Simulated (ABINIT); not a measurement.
# BeTe (F-43m) in ABINIT: settings compared

The runs below take BeTe through band structure, equation of state, with PBE, AM05, LDA.

All numbers are computed with ABINIT 10.8.3 (patched build); they aren't measurements. Logs are shortened: lines on timing, memory, paths and dates and some standing lists are left out, and cuts for length are marked. The log counts tension as positive stress, the text compression.

**1. The crystal as given**

The structure is cubic, space group F-43m (No. 216). The conventional cell has a = 5.540 Å, b = 5.540 Å, c = 5.540 Å, α = 90.00°, β = 90.00°, γ = 90.00°. Te (site symmetry -43m) is surrounded by 4 Be at 2.40 Å. Around Be (site symmetry -43m) lie 4 Te at 2.40 Å.

**2. Band structure, PBE, spin-orbit coupling, no magnetisation**

run.abi

```
# Datasets: ground state, then fixed potential
ndtset 2

# Pseudopotentials
pp_dirpath "./"
pseudos "Te.GGA_PBE-JTH.xml, Be.GGA_PBE-JTH.xml"

# Structure
acell 3*1.0
rprim
     0.0000000000     5.2345413652     5.2345413652
     5.2345413652     0.0000000000     5.2345413652
     5.2345413652     5.2345413652     0.0000000000
ntypat 2
znucl 52 4
natom 2
typat 1 2
xred
     0.7500000000     0.7500000000     0.7500000000
     0.0000000000     0.0000000000     0.0000000000

# Plane-wave basis
ecut 408.170794 eV
pawecutdg 30.0

# Exchange and correlation
ixc 11

# Bands and occupations
occopt 3
tsmear 0.05 eV

# Spin
nspinor 2
nspden 1
pawspnorb 1

# SCF cycle
nstep 100

# Output
iomode 3
prtwf 0
prteig 0
prtebands 0
enunit 1
prtden1 1

# Dataset 1
kptopt1 4
ngkpt1 8 8 8
nshiftk1 1
shiftk1 0.0 0.0 0.0
nband1 18
tolvrs1 1.0e-9

# Dataset 2: bands along G-X-W-K-G-L-U-W-L-K
iscf2 -2
getden2 1
nband2 26
nbdbuf2 2
tolwfr2 1.0e-12
kptopt2 -9
ndivsm2 5
prteig2 1
kptbounds2
     0.0000000000     0.0000000000     0.0000000000
     0.5000000000     0.0000000000     0.5000000000
     0.5000000000     0.2500000000     0.7500000000
     0.3750000000     0.3750000000     0.7500000000
     0.0000000000     0.0000000000     0.0000000000
     0.5000000000     0.5000000000     0.5000000000
     0.6250000000     0.2500000000     0.6250000000
     0.5000000000     0.2500000000     0.7500000000
     0.5000000000     0.5000000000     0.5000000000
     0.3750000000     0.3750000000     0.7500000000
```

Potentials or basis: JTH PAW PBE v2.0.

Command:

```console
abinit run.abi > log 2>&1
```

run.abo:

```text
.Version 10.8.3 of ABINIT
 DATASET    1 : space group F2 3 (#196); Bravais cF (face-center cubic)
================================================================================
 Values of the parameters that define the memory need for DATASET  1.
     intxc =       0    ionmov =       0      iscf =      17    lmnmax =       8
     lnmax =       4     mgfft =      27  mpssoang =       2    mqgrid =    3001
     natom =       2  nloc_mem =       2    nspden =       1   nspinor =       2
    nsppol =       1      nsym =      12    n1xccc =       1    ntypat =       2
    occopt =       3   xclevel =       2
       mpw =         821          nfft =       19683          nkpt =          52
 PAW method is used; the additional fine FFT grid is defined by:
   mgfftf=        40    nfftf =     64000
================================================================================
================================================================================

 DATASET    2 : space group F2 3 (#196); Bravais cF (face-center cubic)
================================================================================
 Values of the parameters that define the memory need for DATASET  2.
     intxc =       0    ionmov =       0      iscf =      -2    lmnmax =       8
     lnmax =       4     mgfft =      27  mpssoang =       2    mqgrid =    3001
     natom =       2  nloc_mem =       2    nspden =       1   nspinor =       2
    nsppol =       1      nsym =      12    n1xccc =       1    ntypat =       2
    occopt =       3   xclevel =       2
       mpw =         821          nfft =       19683          nkpt =          87
 PAW method is used; the additional fine FFT grid is defined by:
   mgfftf=        40    nfftf =     64000
================================================================================
================================================================================

--------------------------------------------------------------------------------
------------- Echo of variables that govern the present computation ------------
--------------------------------------------------------------------------------
 -outvars: echo values of preprocessed input variables --------
            acell      1.0000000000E+00  1.0000000000E+00  1.0000000000E+00 Bohr
              amu      1.27600000E+02  9.01218200E+00
             ecut      1.50000000E+01 Hartree
           enunit           1
           getden1          0
           getden2          1
             iscf1         17
             iscf2         -2
                       outvar_i_n : Printing only first  50 k-points.
              ixc          11
           jdtset        1    2
                       outvar_i_n : Printing only first  50 k-points.
           kptopt1          4
           kptopt2         -9
         kptrlatt        8    0    0      0    8    0      0    0    8
          kptrlen1     5.92220751E+01
          kptrlen2     3.00000000E+01
            natom           2
            nband1         18
            nband2         26
           nbdbuf1          0
           nbdbuf2          2
           ndtset           2
           ndivsm1          0
           ndivsm2          5
            ngfft          27      27      27
          ngfftdg          40      40      40
             nkpt1         52
             nkpt2         87
          nspinor           2
            nstep         100
             nsym          12
           ntypat           2
                       prtocc : prtvol=0, do not print more k-points.
           occopt           3
        pawcpxocc           2
        pawecutdg      3.00000000E+01 Hartree
        pawspnorb           1
         pawxcdev           0
        prtebands           0
           prteig1          0
           prteig2          1
            prtwf           0
            rprim      0.0000000000E+00  5.2345413652E+00  5.2345413652E+00
                       5.2345413652E+00  0.0000000000E+00  5.2345413652E+00
[... 250 lines left out ...]
         ecut(hartree)=     15.000   => boxcut(ratio)=   2.01749

 Fine grid specifications (used for densities):

 getcut: wavevector=  0.0000  0.0000  0.0000  ngfft=  40  40  40
         ecut(hartree)=     30.000   => boxcut(ratio)=   2.19150
--------------------------------------------------------------------------------

================================================================================
 Non-SCF case, kpt    1 (  0.00000  0.00000  0.00000), residuals and eigenvalues=
  4.26E-13  5.07E-13  1.36E-13  3.97E-13  2.82E-13  6.78E-13  5.08E-13  9.67E-13
  4.85E-13  8.11E-13  2.87E-13  5.40E-13  1.85E-13  5.89E-13  3.81E-13  6.49E-13
  2.58E-13  6.79E-13  3.64E-13  9.04E-13  4.08E-13  9.42E-13  6.67E-13  5.61E-13
  4.84E-06  6.01E-06
 -3.8623E+00 -3.8623E+00 -6.3629E-01 -6.3629E-01 -1.9591E-01 -1.9591E-01
 -1.6167E-01 -1.6167E-01 -1.6167E-01 -1.6167E-01 -4.1121E-02 -4.1121E-02
 -3.7503E-02 -3.7503E-02 -3.7503E-02 -3.7503E-02 -1.6614E-02 -1.6614E-02
  1.5517E-01  1.5517E-01  2.2578E-01  2.2578E-01  2.2578E-01  2.2578E-01
  2.6648E-01  2.6663E-01
 Non-SCF case, kpt    2 (  0.03571  0.00000  0.03571), residuals and eigenvalues=
[... 845 lines left out ...]
 -3.3062E-01 -3.2051E-01 -2.5565E-01 -2.5519E-01 -7.1326E-02 -7.0406E-02
  4.5487E-02  4.9102E-02  1.1495E-01  1.1637E-01  1.2932E-01  1.3150E-01
  1.7408E-01  1.7592E-01  2.2748E-01  2.2765E-01  3.4059E-01  3.5387E-01
  3.9347E-01  3.9547E-01
 Non-SCF case, kpt   87 (  0.37500  0.37500  0.75000), residuals and eigenvalues=
  4.45E-13  2.69E-13  6.00E-13  1.72E-13  8.69E-13  7.47E-13  3.59E-13  9.92E-13
  8.72E-13  2.28E-13  3.15E-13  4.41E-13  5.26E-13  4.78E-13  6.52E-13  4.58E-13
  4.94E-13  7.50E-13  3.81E-13  7.55E-13  6.45E-13  8.75E-13  6.35E-13  5.53E-13
  6.61E-10  2.54E-11
 -3.8622E+00 -3.8622E+00 -5.6320E-01 -5.6320E-01 -3.6143E-01 -3.5353E-01
 -3.3047E-01 -3.2046E-01 -2.5957E-01 -2.5909E-01 -7.5917E-02 -7.5016E-02
  2.4794E-02  2.8217E-02  1.2936E-01  1.3109E-01  1.4622E-01  1.4953E-01
  1.8022E-01  1.8062E-01  2.3621E-01  2.3636E-01  3.4006E-01  3.5454E-01
  4.0835E-01  4.1230E-01

--- !ResultsGS
iteration_state: {dtset: 2, }
comment   : Summary of ground state results
lattice_vectors:
- [  0.0000000,   5.2345414,   5.2345414, ]
- [  5.2345414,   0.0000000,   5.2345414, ]
- [  5.2345414,   5.2345414,   0.0000000, ]
lattice_lengths: [   7.40276,    7.40276,    7.40276, ]
lattice_angles: [ 60.000,  60.000,  60.000, ] # degrees, (23, 13, 12)
lattice_volume:   2.8685730E+02
convergence: {deltae:  0.000E+00, res2:  0.000E+00, residm:  9.993E-13, diffor:  0.000E+00, }
etotal    :  -2.31166397E+01
entropy   :   0.00000000E+00
fermie    :  -1.33513509E-01
cartesian_stress_tensor: null
pressure_GPa: null
xred      :
- [  7.5000E-01,   7.5000E-01,   7.5000E-01, Te]
- [  0.0000E+00,   0.0000E+00,   0.0000E+00, Be]
cartesian_forces: null
force_length_stats: {min: null, max: null, mean: null, }
...

 Integrated electronic density in atomic spheres:
 ------------------------------------------------
 Atom  Sphere_radius  Integrated_density
    1        2.31107          3.24240403
    2        1.60728          2.54765750

================================================================================

 ----iterations are completed or convergence reached----

 Mean square residual over all n,k,spin=   54.375E-14; max=  99.925E-14
 reduced coordinates (array xred) for    2 atoms
       0.750000000000      0.750000000000      0.750000000000
       0.000000000000      0.000000000000      0.000000000000

 cartesian coordinates (angstrom) at end:
    1      4.15499999717058     4.15499999717058     4.15499999717058
    2      0.00000000000000     0.00000000000000     0.00000000000000
 length scales=  1.000000000000  1.000000000000  1.000000000000 bohr
              =  0.529177210544  0.529177210544  0.529177210544 angstroms
 Eigenvalues (   eV  ) for nkpt=  87  k points:
 kpt#   1, nband= 26, wtk=  1.00000, kpt=  0.0000  0.0000  0.0000 (reduced coord)
-105.09816 -105.09816  -17.31432  -17.31432   -5.33102   -5.33102   -4.39913   -4.39913
  -4.39913   -4.39913   -1.11896   -1.11896   -1.02051   -1.02051   -1.02051   -1.02051
  -0.45209   -0.45209    4.22232    4.22232    6.14368    6.14368    6.14368    6.14368
   7.25138    7.25538
 kpt#   2, nband= 26, wtk=  1.00000, kpt=  0.0357  0.0000  0.0357 (reduced coord)
-105.09240 -105.09240  -17.29682  -17.29682   -5.40603   -5.40603   -4.51095   -4.51095
  -4.48238   -4.48238   -1.11741   -1.11741   -0.97319   -0.97319   -0.90861   -0.90861
  -0.31702   -0.31702    4.27058    4.27058    5.65620    5.65620    6.16879    6.16879
   7.29242    7.29382
 kpt#   3, nband= 26, wtk=  1.00000, kpt=  0.0714  0.0000  0.0714 (reduced coord)
-105.09327 -105.09327  -17.24460  -17.24460   -5.61633   -5.61633   -4.80359   -4.80359
  -4.70287   -4.70287   -1.22086   -1.22086   -0.71740   -0.71740   -0.60349   -0.60349
   0.01447    0.01447    4.33241    4.33241    4.99129    4.99129    6.24339    6.24339
   7.43177    7.43925
 kpt#   4, nband= 26, wtk=  1.00000, kpt=  0.1071  0.0000  0.1071 (reduced coord)
-105.09525 -105.09525  -17.15841  -17.15841   -5.93165   -5.93165   -5.19194   -5.19194
[... 404 lines left out ...]
-105.09476 -105.09476  -15.43042  -15.43026   -9.91160   -9.76486   -8.72730   -8.52484
  -6.82094   -6.80863   -1.78039   -1.75521    1.83105    1.93563    2.58412    2.62607
   2.85465    2.88406    4.80480    4.88077    6.15737    6.16323    9.06527    9.29622
  10.12122   10.20930
 kpt#  86, nband= 26, wtk=  1.00000, kpt=  0.3889  0.3889  0.7222 (reduced coord)
-105.09539 -105.09539  -15.36389  -15.36381   -9.83011   -9.61148   -8.99656   -8.72156
  -6.95664   -6.94412   -1.94088   -1.91585    1.23776    1.33613    3.12787    3.16663
   3.51888    3.57832    4.73705    4.78695    6.19010    6.19458    9.26800    9.62919
  10.70674   10.76118
 kpt#  87, nband= 26, wtk=  1.00000, kpt=  0.3750  0.3750  0.7500 (reduced coord)
-105.09549 -105.09549  -15.32557  -15.32554   -9.83507   -9.62004   -8.99256   -8.72025
  -7.06335   -7.05014   -2.06580   -2.04129    0.67468    0.76782    3.52014    3.56722
   3.97897    4.06880    4.90410    4.91490    6.42760    6.43174    9.25356    9.64756
  11.11168   11.21930

== END DATASET(S) ==============================================================
================================================================================

 -outvars: echo values of variables after computation  --------
            acell      1.0000000000E+00  1.0000000000E+00  1.0000000000E+00 Bohr
           etotal1    -2.3116639705E+01
            fcart1    -0.0000000000E+00 -0.0000000000E+00 -0.0000000000E+00
                      -0.0000000000E+00 -0.0000000000E+00 -0.0000000000E+00
            rprim      0.0000000000E+00  5.2345413652E+00  5.2345413652E+00
                       5.2345413652E+00  0.0000000000E+00  5.2345413652E+00
                       5.2345413652E+00  5.2345413652E+00  0.0000000000E+00
           strten1    -8.7658056365E-05 -8.7658056365E-05 -8.7658056365E-05
                       0.0000000000E+00  0.0000000000E+00  0.0000000000E+00
           xangst      4.1549999972E+00  4.1549999972E+00  4.1549999972E+00
                       0.0000000000E+00  0.0000000000E+00  0.0000000000E+00
             xred      7.5000000000E-01  7.5000000000E-01  7.5000000000E-01
                       0.0000000000E+00  0.0000000000E+00  0.0000000000E+00
 Calculation completed.
```

It took 1.9 min on 1 thread of Arm Neoverse V1, shared host; peak memory 0.15 GiB.

Results:

```yaml
Free_energy: -629.0358 eV
Band_gap_on_the_k_mesh: 1.55 eV, indirect (least direct gap 3.28 eV)
Valence_electrons_inside_the_program's_atomic_spheres: Te 3.24; Be 2.55
```

Levels at the corners of the path, in eV from the valence-band top:
```
point  band 8  band 9  band 10  band 11  band 12  band 13
    Γ    0.00    0.00     0.00     3.28     3.28     3.38
    X   -3.30   -2.91    -2.91     1.55     1.55     2.30
    W   -4.07   -3.73    -3.68     5.02     5.06     5.36
    K   -4.32   -2.66    -2.65     2.33     2.36     5.07
    Γ    0.00    0.00     0.00     3.28     3.28     3.38
    L   -1.75   -1.25    -1.25     2.96     2.96     4.28
    U   -4.32   -2.66    -2.65     2.33     2.36     5.07
    W   -4.07   -3.73    -3.68     5.02     5.06     5.36
    L   -1.75   -1.25    -1.25     2.96     2.96     4.28
    K   -4.32   -2.66    -2.65     2.33     2.36     5.07
```

Caveat: the cutoff is too short for stress, so the log's stress isn't used. A k mesh can miss the band edges.

**3. Equation of state, AM05**

run.abi

```
# Datasets: one volume each
ndtset 7
getwfk -1
scalecart1 3*0.9795861087
scalecart2 3*0.9864848297
scalecart3 3*0.9932883884
scalecart4 3*1.0000000000
scalecart5 3*1.0066227096
scalecart6 3*1.0131594038
scalecart7 3*1.0196128224

# Pseudopotentials
pp_dirpath "./"
pseudos "Te.GGA_PBE-JTH.xml, Be.GGA_PBE-JTH.xml"

# Structure
acell 3*1.0
rprim
     0.0000000000     5.2345413652     5.2345413652
     5.2345413652     0.0000000000     5.2345413652
     5.2345413652     5.2345413652     0.0000000000
ntypat 2
znucl 52 4
natom 2
typat 1 2
xred
     0.7500000000     0.7500000000     0.7500000000
     0.0000000000     0.0000000000     0.0000000000

# Plane-wave basis
ecut 408.170794 eV
pawecutdg 30.0

# k points
kptopt 1
ngkpt 8 8 8
nshiftk 1
shiftk 0.0 0.0 0.0

# Exchange and correlation
ixc -120135

# Bands and occupations
nband 9
occopt 3
tsmear 0.00183747

# SCF cycle
nstep 100
tolvrs 1.0e-9

# Output
iomode 3
prtwf 1
prtden 0
prteig 0
prtebands 0
enunit 1
```

Potentials or basis: JTH PAW PBE v2.0.

Command:

```console
abinit run.abi > log 2>&1
```

Run time: 63 s. Hardware: 1 thread of Arm Neoverse V1, shared host; peak memory 0.13 GiB.

The run converged. Its results:

| Item | Value |
| --- | --- |
| Equilibrium volume | 22.21 Å³/atom |
| Bulk modulus | 57 GPa |
| Pressure derivative of the bulk modulus | 4.5 (rough: it moves with the points fitted) |

Energy against volume, from the lowest point:
```csv
volume (Å³/atom),energy (meV/atom)
19.979,48.14
20.404,30.43
20.829,16.78
21.254,7.80
21.679,2.06
22.104,0.00
22.529,0.59
```

Caveat: the cutoff is too short for stress, so the log's stress isn't used; pressures at fixed basis lie under the slope of the energies; the PAW data sets were made with another functional, which shifts forces and pressure a little. Zero-point motion and thermal expansion aren't in these numbers.

(Continued in part 2 of 2.)
